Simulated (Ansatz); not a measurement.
# AlN (F-43m), tetragonal deformation path

The calculation used DFT PBE, scalar-relativistic, plane waves, PAW in Ansatz. Cutoff 420 eV, Γ-centred 10×10×10 k-points, Gaussian smearing of 0.05 eV. No spin polarisation. Energies are free energies at this smearing, counted from the undisturbed cell; pressure is positive in compression.

The starting cell (as given, not relaxed at this level; it stands at 4.9 GPa; this zinc-blende form isn't the usual structure):

```
Al N
1.0
     0.00000    2.18399    2.18399
     2.18399    0.00000    2.18399
     2.18399    2.18399    0.00000
Al N
1 1
Direct
  0.00000 0.00000 0.00000
  0.75000 0.75000 0.75000
```

At fixed volume and fractional coordinates, lengths along (0.000, 0.000, 1.000) are scaled against those across it; ρ is that ratio over its starting value.

```tsv
ρ	ΔE (meV/atom)
0.650	288.6
0.707	187.9
0.780	105.7
0.850	52.3
0.920	16.3
0.960	4.3
1.000	0.0
1.050	7.5
1.100	31.5
1.200	136.7
1.300	325.1
1.414	642.4
1.500	947.4
```

(1) Predict the gap on the mesh (eV) at each point.

## Answers

(1)
```
    ρ  gap on the mesh (eV)
0.650                  2.53
0.707                  2.98
0.780                  2.74
0.850                  2.75
0.920                  2.94
0.960                  3.11
1.000                  3.33
1.050                  3.17
1.100                  3.00
1.200                  2.64
1.300                  2.20
1.414                  1.11
1.500                  0.00
```
Where the gap reads zero the k-mesh, chosen for the insulator, is on the coarse side.